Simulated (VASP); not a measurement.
# Ag in VASP: relaxation of the atoms with PBEsol+D3(BJ)

Aim: the relaxation of the atoms of Ag with PBEsol+D3(BJ).

Everything below comes from runs of VASP 6.6.1. Logs are shortened: lines on timing, memory, paths and dates and some standing lists are left out, and cuts for length are marked.

## 1. Starting point

The cell holds a slab with vacuum, 4 atoms: a = 2.909 Å, b = 2.909 Å, c = 29.398 Å, α = 90.00°, β = 90.00°, γ = 120.00°.

The cell was built by a generator and needn't be a form met in nature.

## 2. Relaxation of the atoms, PBEsol+D3(BJ)

File INCAR:

```
SYSTEM = Ag
PREC = Accurate ; ENCUT = 520
EDIFF = 1E-6 ; ISMEAR = 1
SIGMA = 0.1 ; LREAL = .FALSE.
LASPH = .TRUE. ; NELM = 120
ALGO = Fast ; ISIF = 2
LWAVE = .FALSE. ; LCHARG = .FALSE.
LDIPOL = .TRUE. ; IDIPOL = 3
DIPOL = 0.5 0.5 0.500 ; GGA = PS
IVDW = 12 ; IBRION = 2
NSW = 90 ; EDIFFG = -0.02
KPAR = 2
```

File KPOINTS:

```
Automatic mesh
0
G
  13 13 1
  0 0 0
```

File POSCAR:

```
Ag
1.0
    2.9092759800      0.0000000000      0.0000000000
   -1.4546379900      2.5195068800      0.0000000000
    0.0000000000      0.0000000000     29.3978581400
Ag
4
Direct
    0.3333330000      0.6666670000      0.3852168600
    1.0000000000      0.0000000000      0.4617367200
    0.6666660000      0.3333340000      0.5382632800
    0.3333330000      0.6666670000      0.6147831400
```

Potentials or basis: VASP PAW PBE potentials, release 64 (Ag).

Command:

```
$ cat potpaw_PBE.64/Ag/POTCAR > POTCAR
$ mpirun -np 2 vasp_std > vasp.out
```

OUTCAR:

```text
SYSTEM = Ag
   PREC = Accurate
   ENCUT = 520
   EDIFF = 1E-6
   ISMEAR = 1
   LREAL = .FALSE.
   LASPH = .TRUE.
   NELM = 120
   ISIF = 2
   GGA = PS
   IVDW = 12
   IBRION = 2
   NSW = 90
   EDIFFG = -0.02
 IVDW          = 12

 ion  position               nearest neighbor table
   1  0.333  0.667  0.385-   2 2.81   2 2.81   2 2.81
   2  0.000  0.000  0.462-   1 2.81   1 2.81   1 2.81   3 2.81   3 2.81   3 2.81
   3  0.667  0.333  0.538-   4 2.81   4 2.81   4 2.81   2 2.81   2 2.81   2 2.81
   4  0.333  0.667  0.615-   3 2.81   3 2.81   3 2.81

  LATTYP: Found a hexagonal cell.
 ALAT       =     2.9092759800
 C/A-ratio  =    10.1048708827

  Lattice vectors:

 A1 = (   2.9092759800,   0.0000000000,   0.0000000000)
 A2 = (  -1.4546379900,   2.5195068800,   0.0000000000)
 A3 = (   0.0000000000,   0.0000000000,  29.3978581400)

Analysis of symmetry for initial positions (statically):
=====================================================================
 Subroutine PRICEL returns:
 Original cell was already a primitive cell.

 Routine SETGRP: Setting up the symmetry group for a
 hexagonal supercell.

 Subroutine GETGRP returns: Found 12 space group operations
 (whereof  6 operations were pure point group operations)
 out of a pool of 24 trial point group operations.

The static configuration has the point symmetry C_3v.
 The point group associated with its full space group is D_3d.

Analysis of symmetry for dynamics (positions and initial velocities):
=====================================================================
 Subroutine PRICEL returns:
 Original cell was already a primitive cell.

 Routine SETGRP: Setting up the symmetry group for a
 hexagonal supercell.

 Subroutine GETGRP returns: Found 12 space group operations
 (whereof  6 operations were pure point group operations)
 out of a pool of 24 trial point group operations.

The dynamic configuration has the point symmetry C_3v.
 The point group associated with its full space group is D_3d.

 Subroutine INISYM returns: Found 12 space group operations
 (whereof  6 operations are pure point group operations),
 and found     1 'primitive' translations

----------------------------------------------------------------------------------------

                                     Primitive cell

  volume of cell :     215.4846
[... 99 lines left out ...]
   PSTRESS=    0.0 pullay stress
   NELECT =      44.0000    total number of electrons
   NUPDOWN=      -1.0000    fix difference up-down
   EMIN   =  10.00;   EMAX   =-10.00  energy-range for DOS
   EFERMI =   0.00;   METHOD = LEGACY
   ISMEAR =     1;   SIGMA  =   0.10  broadening in eV -4-tet -1-fermi 0-gaus
   EFERMI_NEDOS =   21; number of points for ismear=-14 and -15
   IALGO  =     68    algorithm
   IMIX   =      4    mixing-type and parameters
     AMIX     =   0.40;   BMIX     =  1.00
     AMIX_MAG =   1.60;   BMIX_MAG =  1.00
  volume/ion in A,a.u.               =      53.87       363.54
  Fermi-wavevector in a.u.,A,eV,Ry     =   0.964022  1.821738 12.644420  0.929339
  Thomas-Fermi vector in A             =   2.093618
   LORBIT       =      0    0 simple, 1 ext, 2 COOP (PROOUT), +10 PAW based schemes
   GGA     = PS    functional components
   LHFCALC =     F    Hartree Fock is set to
   AEXX    =    0.0000 exact exchange contribution
   IVDW    =    12    specifies the selected vdW correction
   LEPSILON=     F    determine dielectric tensor
   LRPA    =     F    only Hartree local field effects (RPA)
 conjugate gradient relaxation of ions
 non-spin polarized calculation
 RMM-DIIS sequential band-by-band and
 Methfessel and Paxton  Order N= 1 SIGMA  =   0.10
  energy-cutoff  :      520.00
  volume of cell :      215.48
 maximum number of plane-waves:      5917
 NGX is ok and might be reduce to    24
   NGX = 11   NGY = 11   NGZ =109

--------------------------------------- Ionic step        1  -------------------------------------------

 number of electron      44.0000005 magnetization

 Free energy of the ion-electron system (eV)
  ---------------------------------------------------
  ext. energy  EPLUGINS =         0.00000000
  ---------------------------------------------------
  free energy    TOTEN  =       -12.27320378 eV

  energy without entropy =      -12.27244571  energy(sigma->0) =      -12.27295109

------------------------ aborting loop because EDIFF is reached ----------------------------------------

 Edisp (eV)   -1.59600

 E8    (eV) :    -1.0860
[... 201 lines left out ...]
--------------------------------------- Ionic step        6  -------------------------------------------

 number of electron      44.0000006 magnetization

 dipolmoment           0.000000      0.000000      0.000000 electrons x Angstroem

------------------------ aborting loop because EDIFF is reached ----------------------------------------

 Edisp (eV)   -1.59053

 E8    (eV) :    -1.0822
[... 75 lines left out ...]
--------------------------------------- Ionic step        8  -------------------------------------------

 number of electron      44.0000006 magnetization

 dipolmoment           0.000000      0.000000     -0.000000 electrons x Angstroem

 Free energy of the ion-electron system (eV)
  ---------------------------------------------------
  ext. energy  EPLUGINS =         0.00000000
  ---------------------------------------------------
  free energy    TOTEN  =       -12.28227810 eV

  energy without entropy =      -12.28122918  energy(sigma->0) =      -12.28192846

 E-fermi :  -0.5148     XC(G=0):  -4.4576

 val. band max:       -0.5919663163   @ k =   0.2308   0.1538   0.0000
 cond. band min:      -0.5099883683   @ k =   0.1538   0.0000   0.0000
 fundamental gap:      0.0819779479
 Fermi energy:        -0.5148112398

 k-point     1 :       0.0000    0.0000    0.0000
  band No.  band energies     occupation
      1      -8.1665      2.00000
      2      -7.1667      2.00000
      3      -6.8192      2.00000
      4      -6.6057      2.00000
      5      -5.4205      2.00000
      6      -5.4205      2.00000
[... 598 lines left out ...]
     25       3.8777      0.00000
     26       4.5777      0.00000

------------------------ aborting loop because EDIFF is reached ----------------------------------------

 vacuum level on the upper side and lower side of the slab       (xc-potential included)        -0.045        -0.045

 Edisp (eV)   -1.58872

 E8    (eV) :    -1.0809

  FORCE on cell =-STRESS in cart. coord.  units (eV):
  Direction    XX          YY          ZZ          XY          YZ          ZX
  --------------------------------------------------------------------------------------
  -------------------------------------------------------------------------------------
  Total      -3.68552    -3.68552    -0.06180     0.00000     0.00000    -0.00000
  in kB     -27.40266   -27.40266    -0.45952     0.00000     0.00000    -0.00000
  external pressure =      -18.42 kB  Pullay stress =        0.00 kB
[... 19 lines left out ...]
  FREE ENERGIE OF THE ION-ELECTRON SYSTEM (eV)
  ---------------------------------------------------
  free  energy   TOTEN  =       -13.8710023531 eV

  energy  without entropy=      -13.8699534312  energy(sigma->0) =      -13.87065271

 reached required accuracy - stopping structural energy minimisation

 vacuum level on the upper side and lower side of the slab         4.060         4.059
```

CONTCAR:

```text
Ag
   1.00000000000000
     2.9092759799999999    0.0000000000000000    0.0000000000000000
    -1.4546379899999999    2.5195068799999998    0.0000000000000000
     0.0000000000000000    0.0000000000000000   29.3978581400000003
  Ag
     4
Direct
     0.3333330000000032    0.6666669999999968    0.3843717731400236
     0.0000000000000000    0.0000000000000000    0.4614024106559344
     0.6666659999999993    0.3333340000000007    0.5385975893440657
     0.3333330000000032    0.6666669999999968    0.6156282268599763

  0.00000000E+00  0.00000000E+00  0.00000000E+00
  0.00000000E+00  0.00000000E+00  0.00000000E+00
  0.00000000E+00  0.00000000E+00  0.00000000E+00
  0.00000000E+00  0.00000000E+00  0.00000000E+00
```

Run time: 5.9 min. Hardware: 2 MPI ranks of Intel Xeon Platinum 8259CL at 2.50GHz (Skylake/Cascade Lake), shared host; peak memory 0.41 GiB.

What came out:

```yaml
Free_energy: -13.8710 eV
Energy_gained_by_relaxing: 0.4 meV/atom
Ionic_steps: 8
Largest_force_after_relaxing: 0.017 eV/Å
Band_gap_on_the_k_mesh: none (metal or under the smearing width)
Dispersion_energy_per_atom: -0.397 eV
```

Forces on the atoms (eV/Å):
```
Ag   0.000  0.000  0.003
Ag   0.000  0.000  0.017
Ag   0.000  0.000 -0.017
Ag   0.000  0.000 -0.003
```

The path:
| step | energy change (eV) | largest force (eV/Å) | pressure (GPa) |
| --- | --- | --- | --- |
| 1 | 0.0000 | 0.0712 | -1.62 |
| 2 | -0.0005 | 0.0515 | -1.65 |
| 3 | -0.0008 | 0.0398 | -1.68 |
| 4 | -0.0014 | 0.0317 | -1.74 |
| 5 | -0.0016 | 0.0494 | -1.85 |
| 6 | -0.0016 | 0.0440 | -1.80 |
| 7 | -0.0016 | 0.0450 | -1.82 |
| 8 | -0.0018 | 0.0173 | -1.84 |

Final structure:
```xyz
4
Lattice="2.9093 0.0000 0.0000 -1.4546 2.5195 0.0000 0.0000 0.0000 29.3979" Properties=species:S:1:pos:R:3 pbc="T T T"
Ag    0.0000    1.6797   11.2997
Ag    0.0000    0.0000   13.5642
Ag    1.4546    0.8398   15.8336
Ag    0.0000    1.6797   18.0982
```

Caveat: the PAW data sets were made with another functional, which shifts forces and pressure a little.
